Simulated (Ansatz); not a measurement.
PbO2 (Fm-3m) under several functionals

Plane-wave DFT in Ansatz with scalar-relativistic PAW potentials. The same structure was relaxed (cell and atoms, symmetry kept) in separate runs at each level. No spin polarisation.

Question: How do the levels PBE, PBEsol, r2SCAN compare?

Answer:
| level | cutoff (eV) | k mesh | V (Å³/atom) | a (Å) | B0 (GPa) |
| --- | --- | --- | --- | --- | --- |
| r2SCAN | 500 | 14×14×14 | 12.532 | 5.318 | 162 |
| PBEsol | 420 | 14×14×14 | 12.607 | 5.328 | 152 |
| PBE | 420 | 14×14×14 | 13.179 | 5.408 | 131 |

The usual order of volumes, PBEsol < PBE, holds here (12.607, 13.179 Å³/atom). As a rule PBEsol, built on the gradient expansion of slowly varying densities, lies between LDA and PBE; PBE's stronger gradient term for exchange weakens bonds. r2SCAN lies 4.9 % under PBE in volume. B0 goes from 162.2 to 131.3 GPa as the volume grows by 5.2 %; on one curve with B' = 5.1 the volume alone, B ∝ V^(−B'), would give 125.6 GPa, and the rest of the difference is the functional's own stiffness. No level opens a gap on the mesh; semilocal functionals can close the gap of such a compound.

Spin-orbit coupling is left out, which matters for the bands of heavy elements.

Cost: 24 runs of about 2.9 core-minutes in all, on Arm Neoverse V2, Arm Neoverse V1, Intel Xeon Platinum 8488C (Sapphire Rapids) (shared hosts).